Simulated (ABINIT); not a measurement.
The system is I.

```
I
1.0
     3.63503   -2.39502    0.00000
     3.63503    2.39502    0.00000
     0.00000    0.00000    9.79344
I
4
Direct
  0.64930 0.35070 0.38440
  0.14930 0.85070 0.11560
  0.35070 0.64930 0.61560
  0.85070 0.14930 0.88440
```

Base run:

- Program: ABINIT 10.8.3 (patched build)
- Functional: PBE
- Potentials or basis: PseudoDojo NC SR PBE v0.4.1 standard
- Cutoff: 707 eV
- k mesh: 5 × 5 × 2
- Occupations: fermi-dirac, width 0.05 eV
- Spin: no spin polarisation

Its results: band gap on the k mesh 1.30 eV, indirect (least direct gap 1.37 eV); pressure 1.5 GPa; largest force 0.916 eV/Å.

**Question.** The run is repeated on the same cell with these changes: functional from PBE to LDA; potentials or basis from PseudoDojo NC SR PBE v0.4.1 standard to PseudoDojo NC SR LDA v0.4.1 standard. What comes out?

**Answer.** Band gap on the k mesh 1.22 eV, indirect (least direct gap 1.29 eV); pressure -1.2 GPa; largest force 0.799 eV/Å.

Caveats: spin-orbit coupling is left out, which moves the levels of the heavy elements; an odd mesh through Γ misses points on the zone boundary, where band edges often lie.
